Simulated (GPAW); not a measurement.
# Co2 Os4 Co2 0001: parallel and opposed starts

Does Co2 Os4 Co2 0001 prefer parallel or opposed moments, or none?

Program: GPAW 26.7.0. Level of theory: PBE; plane waves with GPAW's PAW setups, scalar-relativistic. Results are calculated unless marked as measured.

**1. The starting structure**

The cell holds 8 atoms: 4 Co and 4 Os. Its edges and angles: a = 2.734 Å, b = 2.734 Å, c = 25.795 Å, α = 90.0°, β = 90.0°, γ = 120.0°. ideal sites on the substrate's mesh, layer spacings from atomic volumes, unrelaxed, 12 A of vacuum. Vacuum lies along c.

**2. Order 1, typed as ferro ++++**

The parallel start comes first: it fits the smallest cell, keeps the most symmetry and shows whether parallel moments form.

The input, order1.py:

```python
import json
import numpy as np
from ase import Atoms
from ase.parallel import paropen, parprint
from gpaw import GPAW

atoms = Atoms(['Co', 'Co', 'Os', 'Os', 'Os', 'Os', 'Co', 'Co'],
    cell=[[2.734, 0.0, 0.0],
         [-1.367, 2.367713, 0.0],
         [0.0, 0.0, 25.795067]],
    scaled_positions=[[0.0, 0.0, 0.232603],
         [0.333333, 0.666667, 0.299078],
         [0.0, 0.0, 0.374236],
         [0.333333, 0.666667, 0.458079],
         [0.0, 0.0, 0.541921],
         [0.333333, 0.666667, 0.625764],
         [0.0, 0.0, 0.700922],
         [0.333333, 0.666667, 0.767397]],
    pbc=True,
    magmoms=[1.8, 1.8, 0.0, 0.0, 0.0, 0.0, 1.8, 1.8])
atoms.calc = GPAW(mode={'name': 'pw', 'ecut': 450},
    xc='PBE',
    kpts={'size': (20, 20, 1), 'gamma': True},
    occupations={'name': 'fermi-dirac', 'width': 0.05},
    convergence={'density': 1e-05, 'energy': 1e-05},
    maxiter=200,
    mixer={'name': 'pulay', 'beta': 0.03, 'nmaxold': 8, 'weight': 100},
    symmetry={'tolerance': 1e-4},
    txt='order1.txt')
e = atoms.get_potential_energy(force_consistent=True)
res = {'free_energy': e, 'energy_sigma0': atoms.get_potential_energy(), 'fermi_energy': atoms.calc.get_fermi_level()}
res['moments'] = atoms.get_magnetic_moments().tolist()
res['total'] = atoms.get_magnetic_moment()
parprint('site moments (muB):', np.round(res['moments'], 3))
parprint(f"total moment: {res['total']:.3f} muB")
parprint(f'free energy: {e:.6f} eV')
atoms.calc.write('order1.gpw')
with paropen('results.json', 'w') as f:
    json.dump(res, f)
```

Command:

```sh
$ OMP_NUM_THREADS=1 mpirun -n 4 gpaw python order1.py > order1.log
```

Numbers of over 12 decimals in the logs are rounded to 6 here.

What it wrote:

```text
site moments (muB): [ 1.867  1.412 -0.029  0.004  0.004 -0.029  1.412  1.867]
total moment: 6.398 muB
free energy: -74.317163 eV

--- order1.txt ---
Input parameters:
  mode=PW(ecut=450),
  convergence={'density': 1e-05, 'energy': 1e-05},
  kpts=MonkhorstPack(size=(20, 20, 1), gamma=True),
  maxiter=200,
  mixer=Pulay(name='pulay', nmaxold=8, beta=0.03, weight=100, sigma=0.015, g_ss=None),
  occupations=Occupations(name='fermi-dirac', width=0.05),
  symmetry=Symmetry(tolerance=0.0001),
  xc=XC(name='PBE')

Diagonalizing LCAO Hamiltonian
Converting LCAO to pw mode

        Co

       Co
        Os

       Os
        Os

       Os
        Co

       Co

Atoms  # Å, Bohr magnetons
|   | symbol |         x |        y |         z |    initial magnetic moments |
|---|--------|-----------|----------|-----------|-----------------------------|
| 0 |     Co |  0.000000 | 0.000000 |  6.000010 | ( 0.0000,  0.0000,  1.8000) |
| 1 |     Co | -0.000001 | 1.578476 |  7.714737 | ( 0.0000,  0.0000,  1.8000) |
| 2 |     Os |  0.000000 | 0.000000 |  9.653443 | ( 0.0000,  0.0000,  0.0000) |
| 3 |     Os | -0.000001 | 1.578476 | 11.816178 | ( 0.0000,  0.0000,  0.0000) |
| 4 |     Os |  0.000000 | 0.000000 | 13.978889 | ( 0.0000,  0.0000,  0.0000) |
| 5 |     Os | -0.000001 | 1.578476 | 16.141624 | ( 0.0000,  0.0000,  0.0000) |
| 6 |     Co |  0.000000 | 0.000000 | 18.080330 | ( 0.0000,  0.0000,  1.8000) |
| 7 |     Co | -0.000001 | 1.578476 | 19.795057 | ( 0.0000,  0.0000,  1.8000) |

Unit cell  # Å
| periodic |         x |        y |         z |   lengths |     angles |
|----------|-----------|----------|-----------|-----------|------------|
|      yes |  2.734000 | 0.000000 |  0.000000 |  2.734000 |  90.000000 |
|      yes | -1.367000 | 2.367713 |  0.000000 |  2.734000 |  90.000000 |
|      yes |  0.000000 | 0.000000 | 25.795067 | 25.795067 | 120.000005 |

Number of symmetries: 6

BZ-sampling:
  Number of BZ points: 400
  Number of IBZ points: 44

  Monkhorst-Pack size: [20, 20, 1]
  Monkhorst-Pack shift: [0.025, 0.025, 0.0]

K-points  # in reciprocal-cell coordinates
|     |                                coordinates |     weight |
|-----|--------------------------------------------|------------|
|   0 | ( -0.00000000,  -0.00000000,   0.00000000) | 0.00250000 |
|   1 | (  0.05000000,  -0.00000000,   0.00000000) | 0.01500000 |
|   2 | (  0.10000000,  -0.05000000,   0.00000000) | 0.01500000 |
|   3 | (  0.10000000,  -0.00000000,   0.00000000) | 0.01500000 |
|   4 | (  0.15000000,  -0.05000000,   0.00000000) | 0.03000000 |
|   5 | (  0.15000000,  -0.00000000,   0.00000000) | 0.01500000 |
|   6 | (  0.20000000,  -0.10000000,   0.00000000) | 0.01500000 |
|   7 | (  0.20000000,  -0.05000000,   0.00000000) | 0.03000000 |
|   8 | (  0.20000000,  -0.00000000,   0.00000000) | 0.01500000 |
|   9 | (  0.25000000,  -0.10000000,   0.00000000) | 0.03000000 |
| ... |                                            |            |
|  43 | (  0.50000000,   0.50000000,   0.00000000) | 0.00750000 |

Plane wave coefficients: 3665
Cutoff: 450.000000 eV

Spin-components: 2 (collinear spins)
Bands:           64
Projectors:      48
Spin-degeneracy: 1
Datatype:        complex128

Parallelization:
  kpt:    4
  domain: 1
  band:   1

Density:
  Valence electrons: 92.0
  Components: 2
  Grid points: [ 14  14 128]
  Charge: 0.0  # |e|

Potential:
  Grid points: [ 14  14 128]

species:
  Co:
    name:    Cobalt
    Z:       27.0
    valence: 9
    core:    18
    charge:  0.0  # [|e|]
    compensation charges:
      type: gauss
      rc: 0.32  # [Å]
      lmax: 2
    cutoffs:
      filter: 1.87  # [Å]
      core: 2.55  # [Å]
    projectors
    | kind |    occ | energy [eV] | rcut [Å] |
    |------|--------|-------------|----------|
    |   4s |  2.000 |      -5.469 |    1.005 |
    |   4p |  0.000 |      -1.277 |    1.058 |
    |   3d |  7.000 |      -8.205 |    1.005 |
    |    s |        |      21.742 |    1.005 |
    |    p |        |      25.934 |    1.058 |
    |    d |        |      19.007 |    1.005 |

    Using partial waves for Co as LCAO basis

  Os:
    name:    Osmium
    Z:       76.0
    valence: 14
    core:    62
    charge:  0.0  # [|e|]
    compensation charges:
      type: gauss
      rc: 0.39  # [Å]
      lmax: 2
    cutoffs:
      filter: 2.36  # [Å]
      core: 2.55  # [Å]
    projectors
    | kind |    occ | energy [eV] | rcut [Å] |
    |------|--------|-------------|----------|
    |   6s |  2.000 |      -6.125 |    1.349 |
    |   5p |  6.000 |     -50.878 |    1.397 |
    |   6p |  0.000 |      -1.276 |    1.397 |
    |   5d |  6.000 |      -6.274 |    1.244 |
    |    s |        |      21.086 |    1.349 |
    |    d |        |      20.938 |    1.244 |

    Using partial waves for Os as LCAO basis

Reference energy: -2027306.667777  # eV

eigensolver:
  PPCG
  Converge bands: occupied
  niter=2

density mixing:
  Pulay-Mixer
  Linear mixing parameters: 0.03
  Old densities: 8
  Fourier metric: weight=100, sigma=0.015

occupation numbers:
  Fermi-Dirac:
    width: 0.0500  # eV

poisson solver:
  ecut: 3600.000000  # eV

xc functional:
  name: PBE with 2 nearest neighbor stencil

convergence criteria:
- Maximum integral of absolute [dens]ity change: 1e-05 electrons / valence electron
- Maximum [total energy] change in last 3 cyles: 1e-05 eV / valence electron
- Maximum integral of absolute [eigenst]ate change: 4e-08 eV^2 / valence electron
maximum number of iterations: 200

SCF iterations
|iter     |      energy | eigst |  dens |  magmom |
|---------|-------------|-------|-------|---------|
|iter:   1|       0s |  -82.689113 | +0.44 |       |  +7.2074|
|iter:   2|       9s | -106.162535 | -0.01 | -0.71 |  +7.0509|
|iter:   3|      16s |  -75.835238 | -0.68 | -0.57 |  +7.0335|
|iter:   4|      24s |  -75.479732 | -2.06 | -1.09 |  +7.0023|
|iter:   5|      31s |  -74.799835 | -1.84 | -1.14 |  +6.9004|
|iter:   6|      38s |  -74.601078 | -2.49 | -1.24 |  +6.8724|
|iter:   7|      46s |  -74.259547 | -1.74 | -1.29 |  +6.7544|
|iter:   8|      53s |  -74.194567 | -2.54 | -1.40 |  +6.7229|
|iter:   9|      61s |  -74.173388 | -3.23 | -1.47 |  +6.6987|
|iter:  10|      68s |  -74.151046 | -2.20 | -1.51 |  +6.5833|
[... 30 iterations left out ...]
|iter:  41|     305s |  -74.290439c| -7.66c| -4.38 |  +6.3977|
|iter:  42|     308s |  -74.290438c| -8.16c| -4.38 |  +6.3976|
|iter:  43|     312s |  -74.290438c| -8.21c| -4.39 |  +6.3977|
|iter:  44|     315s |  -74.290439c| -7.57c| -4.45 |  +6.3980|
|iter:  45|     319s |  -74.290439c| -7.86c| -4.60 |  +6.3981|
|iter:  46|     322s |  -74.290439c| -7.72c| -4.64 |  +6.3981|
|iter:  47|     326s |  -74.290438c| -7.85c| -4.78 |  +6.3981|
|iter:  48|     329s |  -74.290438c| -8.01c| -4.90 |  +6.3981|
|iter:  49|     333s |  -74.290438c| -8.25c| -4.99 |  +6.3981|
|iter:  50|     336s |  -74.290438c| -8.31c| -5.07c|  +6.3981|

Converged in 50 steps
Energy contributions relative to reference atoms: (reference = -2027306.667777)

Energy contributions:
  Kinetic:          50.315206
  Coulomb:         -47.602223
  Zero:              0.147684
  External:          0.000000
  Xc:              -77.124381
  Entropy:          -0.053449
  Spinorbit:         0.000000
  ----------------------------
  Free energy:     -74.317163
  Extrapolated:    -74.290438

dipole moment: (-28.617577, -23.074151, -0.000048)  # |e|*Ang

Total magnetic moment: (0.000000, 0.000000, 6.398135)

Local magnetic moments
|        x |        y |         z |
|----------|----------|-----------|
| 0.000000 | 0.000000 |  1.866696 |  # Co   0
| 0.000000 | 0.000000 |  1.412291 |  # Co   1
| 0.000000 | 0.000000 | -0.029278 |  # Os   2
| 0.000000 | 0.000000 |  0.003983 |  # Os   3
| 0.000000 | 0.000000 |  0.003983 |  # Os   4
| 0.000000 | 0.000000 | -0.029278 |  # Os   5
| 0.000000 | 0.000000 |  1.412295 |  # Co   6
| 0.000000 | 0.000000 |  1.866697 |  # Co   7

Fermi level: 6.361
Eigenvalues  # (at kpt = [-0.000, -0.000, 0.000])
| band index |      eig [eV] | occ [0-1] |      eig [eV] | occ [0-1] |
|------------|---------------|-----------|---------------|-----------|
|          0 |       -40.221 |     1.000 |       -40.220 |     1.000 |
|        ... |               |           |               |           |
|         42 |         4.497 |     1.000 |         5.704 |     1.000 |
|         43 |         4.497 |     1.000 |         6.110 |     0.993 |
|         44 |         4.615 |     1.000 |         6.110 |     0.993 |
|         45 |         4.615 |     1.000 |         6.147 |     0.986 |
|         46 |         5.267 |     1.000 |         6.149 |     0.986 |
|         47 |         5.318 |     1.000 |         6.474 |     0.094 |
|         48 |         5.318 |     1.000 |         6.474 |     0.094 |
|         49 |         5.491 |     1.000 |         6.985 |     0.000 |
|         50 |         5.491 |     1.000 |         6.985 |     0.000 |
|         51 |         5.889 |     1.000 |         7.163 |     0.000 |
|         52 |         5.889 |     1.000 |         7.164 |     0.000 |
|         53 |         6.870 |     0.000 |         7.324 |     0.000 |
|         54 |         6.870 |     0.000 |         7.324 |     0.000 |
|         55 |         7.235 |     0.000 |         7.394 |     0.000 |
|         56 |         7.505 |     0.000 |         7.632 |     0.000 |
|         57 |         7.706 |     0.000 |         7.851 |     0.000 |
|        ... |               |           |               |           |
|         63 |        13.112 |     0.000 |        13.234 |     0.000 |

No gap
No difference between direct/indirect transitions
```

Elapsed: 5.9 min, on 4 MPI ranks of Intel Xeon at 2.70GHz, shared host; peak memory 1.3 GiB.

Spin moment in the augmentation sphere by atom:

| atom | spin moment in the augmentation sphere (μB) |
| --- | --- |
| Co1 | 1.87 |
| Co2 | 1.41 |
| Os3 | -0.03 |
| Os4 | 0.00 |
| Os5 | 0.00 |
| Os6 | -0.03 |
| Co7 | 1.41 |
| Co8 | 1.87 |

Read from the output:

```
magnetization : 6.398 μB
final state   : ferromagnetic
```

After 50 cycles the largest moment stands at 1.87 μB.

**3. Order 2, typed as antiferro ++--**

Reversing part of the moments tests the sign of the couplings between them.

order2.py is the script of step 2 with these lines changed:

```diff
@@ -19,3 +19,3 @@
     pbc=True,
-    magmoms=[1.8, 1.8, 0.0, 0.0, 0.0, 0.0, 1.8, 1.8])
+    magmoms=[1.8, 1.8, 0.0, 0.0, 0.0, 0.0, -1.8, -1.8])
 atoms.calc = GPAW(mode={'name': 'pw', 'ecut': 450},
@@ -28,3 +28,3 @@
     symmetry={'tolerance': 1e-4},
-    txt='order1.txt')
+    txt='order2.txt')
 e = atoms.get_potential_energy(force_consistent=True)
@@ -36,3 +36,3 @@
 parprint(f'free energy: {e:.6f} eV')
-atoms.calc.write('order1.gpw')
+atoms.calc.write('order2.gpw')
 with paropen('results.json', 'w') as f:
```

Command:

```sh
$ OMP_NUM_THREADS=1 mpirun -n 4 gpaw python order2.py > order2.log
```

What it wrote:

```text
site moments (muB): [ 1.847  1.387 -0.031 -0.047  0.047  0.031 -1.387 -1.847]
total moment: -0.000 muB
free energy: -74.321615 eV

--- order2.txt ---
Input parameters:
  mode=PW(ecut=450),
  convergence={'density': 1e-05, 'energy': 1e-05},
  kpts=MonkhorstPack(size=(20, 20, 1), gamma=True),
  maxiter=200,
  mixer=Pulay(name='pulay', nmaxold=8, beta=0.03, weight=100, sigma=0.015, g_ss=None),
  occupations=Occupations(name='fermi-dirac', width=0.05),
  symmetry=Symmetry(tolerance=0.0001),
  xc=XC(name='PBE')

Diagonalizing LCAO Hamiltonian
Converting LCAO to pw mode

        Co

       Co
        Os

       Os
        Os

       Os
        Co

       Co

Atoms  # Å, Bohr magnetons
|   | symbol |         x |        y |         z |    initial magnetic moments |
|---|--------|-----------|----------|-----------|-----------------------------|
| 0 |     Co |  0.000000 | 0.000000 |  6.000010 | ( 0.0000,  0.0000,  1.8000) |
| 1 |     Co | -0.000001 | 1.578476 |  7.714737 | ( 0.0000,  0.0000,  1.8000) |
| 2 |     Os |  0.000000 | 0.000000 |  9.653443 | ( 0.0000,  0.0000,  0.0000) |
| 3 |     Os | -0.000001 | 1.578476 | 11.816178 | ( 0.0000,  0.0000,  0.0000) |
| 4 |     Os |  0.000000 | 0.000000 | 13.978889 | ( 0.0000,  0.0000,  0.0000) |
| 5 |     Os | -0.000001 | 1.578476 | 16.141624 | ( 0.0000,  0.0000,  0.0000) |
| 6 |     Co |  0.000000 | 0.000000 | 18.080330 | ( 0.0000,  0.0000, -1.8000) |
| 7 |     Co | -0.000001 | 1.578476 | 19.795057 | ( 0.0000,  0.0000, -1.8000) |

Unit cell  # Å
| periodic |         x |        y |         z |   lengths |     angles |
|----------|-----------|----------|-----------|-----------|------------|
|      yes |  2.734000 | 0.000000 |  0.000000 |  2.734000 |  90.000000 |
|      yes | -1.367000 | 2.367713 |  0.000000 |  2.734000 |  90.000000 |
|      yes |  0.000000 | 0.000000 | 25.795067 | 25.795067 | 120.000005 |

Number of symmetries: 6

BZ-sampling:
  Number of BZ points: 400
  Number of IBZ points: 44

  Monkhorst-Pack size: [20, 20, 1]
  Monkhorst-Pack shift: [0.025, 0.025, 0.0]

Plane wave coefficients: 3665
Cutoff: 450.000000 eV

Spin-components: 2 (collinear spins)
Bands:           60
Projectors:      48
Spin-degeneracy: 1
Datatype:        complex128

Parallelization:
  kpt:    4
  domain: 1
  band:   1

Density:
  Valence electrons: 92.0
  Components: 2
  Grid points: [ 14  14 128]
  Charge: 0.0  # |e|

Potential:
  Grid points: [ 14  14 128]

[... setups left out ...]
Reference energy: -2027306.667777  # eV

eigensolver:
  PPCG
  Converge bands: occupied
  niter=2

density mixing:
  Pulay-Mixer
  Linear mixing parameters: 0.03
  Old densities: 8
  Fourier metric: weight=100, sigma=0.015

occupation numbers:
  Fermi-Dirac:
    width: 0.0500  # eV

poisson solver:
  ecut: 3600.000000  # eV

xc functional:
  name: PBE with 2 nearest neighbor stencil

convergence criteria:
- Maximum integral of absolute [dens]ity change: 1e-05 electrons / valence electron
- Maximum [total energy] change in last 3 cyles: 1e-05 eV / valence electron
- Maximum integral of absolute [eigenst]ate change: 4e-08 eV^2 / valence electron
maximum number of iterations: 200

SCF iterations
|iter     |      energy | eigst |  dens |  magmom |
|---------|-------------|-------|-------|---------|
|iter:   1|       0s |  -82.695584 | +0.46 |       |  +0.0000|
|iter:   2|       8s | -106.141065 | +0.20 | -0.71 |  -0.0000|
|iter:   3|      16s |  -75.824685 | -0.49 | -0.58 |  -0.0001|
|iter:   4|      24s |  -75.487435 | -1.74 | -1.08 |  -0.0002|
|iter:   5|      31s |  -74.812702 | -1.63 | -1.13 |  +0.0015|
|iter:   6|      38s |  -74.598287 | -2.29 | -1.23 |  -0.0011|
|iter:   7|      45s |  -74.262999 | -1.53 | -1.29 |  -0.0020|
|iter:   8|      52s |  -74.182078 | -2.35 | -1.40 |  -0.0025|
|iter:   9|      60s |  -74.182293 | -3.28 | -1.48 |  -0.0025|
|iter:  10|      68s |  -74.174187 | -2.66 | -1.48 |  -0.0027|
[... 45 iterations left out ...]
|iter:  56|     394s |  -74.292566c| -8.24c| -4.63 |  -0.0000|
|iter:  57|     398s |  -74.292567c| -8.35c| -4.66 |  -0.0000|
|iter:  58|     401s |  -74.292567c| -8.49c| -4.69 |  -0.0000|
|iter:  59|     405s |  -74.292567c| -8.68c| -4.72 |  -0.0000|
|iter:  60|     410s |  -74.292567c| -8.13c| -4.74 |  -0.0000|
|iter:  61|     414s |  -74.292567c| -8.53c| -4.85 |  -0.0000|
|iter:  62|     419s |  -74.292567c| -8.78c| -4.92 |  -0.0000|
|iter:  63|     423s |  -74.292567c| -8.71c| -4.94 |  -0.0000|
|iter:  64|     427s |  -74.292567c| -8.54c| -5.00 |  -0.0000|
|iter:  65|     431s |  -74.292567c| -8.65c| -5.09c|  -0.0000|

Converged in 65 steps
Energy contributions relative to reference atoms: (reference = -2027306.667777)

Energy contributions:
  Kinetic:          50.257336
  Coulomb:         -47.536562
  Zero:              0.146739
  External:          0.000000
  Xc:              -77.131031
  Entropy:          -0.058096
  Spinorbit:         0.000000
  ----------------------------
  Free energy:     -74.321615
  Extrapolated:    -74.292567

dipole moment: (-28.609178, -23.076024, -0.000046)  # |e|*Ang

Total magnetic moment: (0.000000, 0.000000, -0.000005)

Local magnetic moments
|        x |        y |         z |
|----------|----------|-----------|
| 0.000000 | 0.000000 |  1.846865 |  # Co   0
| 0.000000 | 0.000000 |  1.386910 |  # Co   1
| 0.000000 | 0.000000 | -0.031062 |  # Os   2
| 0.000000 | 0.000000 | -0.047217 |  # Os   3
| 0.000000 | 0.000000 |  0.047218 |  # Os   4
| 0.000000 | 0.000000 |  0.031061 |  # Os   5
| 0.000000 | 0.000000 | -1.386916 |  # Co   6
| 0.000000 | 0.000000 | -1.846864 |  # Co   7

Fermi level: 6.360
Eigenvalues  # (at kpt = [-0.000, -0.000, 0.000])
| band index |      eig [eV] | occ [0-1] |      eig [eV] | occ [0-1] |
|------------|---------------|-----------|---------------|-----------|
|          0 |       -40.221 |     1.000 |       -40.221 |     1.000 |
|        ... |               |           |               |           |
|         43 |         5.416 |     1.000 |         5.416 |     1.000 |
|         44 |         5.416 |     1.000 |         5.416 |     1.000 |
|         45 |         5.568 |     1.000 |         5.568 |     1.000 |
|         46 |         5.745 |     1.000 |         5.745 |     1.000 |
|         47 |         5.745 |     1.000 |         5.745 |     1.000 |
|         48 |         6.159 |     0.982 |         6.159 |     0.982 |
|         49 |         6.305 |     0.751 |         6.305 |     0.751 |
|         50 |         6.305 |     0.751 |         6.305 |     0.751 |
|         51 |         6.951 |     0.000 |         6.951 |     0.000 |
|         52 |         6.951 |     0.000 |         6.951 |     0.000 |
|         53 |         7.232 |     0.000 |         7.232 |     0.000 |
|         54 |         7.232 |     0.000 |         7.232 |     0.000 |
|         55 |         7.303 |     0.000 |         7.303 |     0.000 |
|         56 |         7.590 |     0.000 |         7.589 |     0.000 |
|         57 |         7.786 |     0.000 |         7.786 |     0.000 |
|         58 |         7.786 |     0.000 |         7.786 |     0.000 |
|         59 |         8.052 |     0.000 |         8.052 |     0.000 |

No gap
No difference between direct/indirect transitions
```

Run time: 7.5 min. Hardware: 4 MPI ranks; peak memory 1.2 GiB.

Spin moment in the augmentation sphere by atom:

| atom | spin moment in the augmentation sphere (μB) |
| --- | --- |
| Co1 | 1.85 |
| Co2 | 1.39 |
| Os3 | -0.03 |
| Os4 | -0.05 |
| Os5 | 0.05 |
| Os6 | 0.03 |
| Co7 | -1.39 |
| Co8 | -1.85 |

Read from the output:

| Item | Value |
| --- | --- |
| magnetization | 0 μB |
| final state | antiferromagnetic |

It lies 1.11 meV a seeded atom under the first start, and its largest moment is 1.85 μB against 1.87 μB.

**4. Ranking**

These are free energies at a smearing of 0.05 eV, so its entropy term is in the differences. They are divided by the number of seeded atoms, so that cells of unlike size compare.

Orders:

| start | final state | typed order kept | energy over the lowest (meV a seeded atom) | largest site moment (μB) | net moment (μB a primitive cell) | mesh matched | CPU time (s) |
| --- | --- | --- | --- | --- | --- | --- | --- |
| ferro ++++ | ferromagnetic | yes | 1.113 | 1.867 | 6.398 | yes | 1421 |
| antiferro ++-- | antiferromagnetic | yes | 0 | 1.847 | 0 | yes | 1787 |

**5. Outcome**

```json
{
 "lowest state found": "antiferromagnetic (typed antiferro ++--)",
 "largest site moment": "1.85 μB",
 "next state": "ferromagnetic, 1.11 meV a seeded atom higher"
}
```

**Reading.** The lowest state found is antiferromagnetic, reached from the start antiferro ++--, with moments up to 1.85 μB. The two lowest states lie so close that the mesh, the functional or spin–orbit coupling could swap them. Only 2 starts are shown; other collinear patterns, canted and longer-period orders are not.

[Logs and program files are shortened in this print: banners, set-up blocks, solver, clock and traceback lines can be left out without a mark of their own.]

[Logs are printed without paths, hosts, clocks, repeated set-up lines and the standing remarks that a program may print on its own settings, such as how far it seeks lower states.]

[Hosts, paths, dates, database ids (printed as entryN), source tags and the programs' standing remarks are cut or masked in the printed files.]

[Where a cell is said to come from a database of computed structures, the database is the Materials Project.]
